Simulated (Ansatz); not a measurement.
Here is the system:

```yaml
crystal:
  lattice:
    - [4.26808, 0.00000, 0.00000]
    - [0.00000, 4.26808, 0.00000]
    - [0.00000, 0.00000, 21.03598]
  atoms:
    - { symbol: Br, position: [0.25000, 0.75000, 0.35415] }
    - { symbol: Na, position: [0.75000, 0.25000, 0.36026] }
    - { symbol: Br, position: [0.75000, 0.25000, 0.50000] }
    - { symbol: Na, position: [0.25000, 0.75000, 0.50000] }
    - { symbol: Br, position: [0.25000, 0.75000, 0.64585] }
    - { symbol: Na, position: [0.75000, 0.25000, 0.63974] }
```

No spin polarisation.

Computed with Ansatz (an electronic-structure program), PBE, PAW, cutoff 420 eV, without spin-orbit coupling. Γ-centred 8×8×1 mesh, Fermi–Dirac width 0.05 eV. The cell is a slab with vacuum along z.

Predict the band gap, valence-band top at Γ, layer's space group and gap character.

The band gap comes out as 4.20 eV. The valence-band top at Γ (three highest levels, from the VBM) comes out as 0.00, 0.00, -0.13 eV, the layer's space group (with vacuum) comes out as P4/mmm (No. 123) and the gap character is direct at Γ.

Whether these cells are dynamically stable was not tested. The cell was made from NaBr in the rock salt structure (space group Fm-3m, No. 225) by this change: a free-standing slab of 3 layers (6 atoms, 2 a layer) is cut normal to the z axis, with 15 Å of vacuum and the in-plane cell held at bulk.
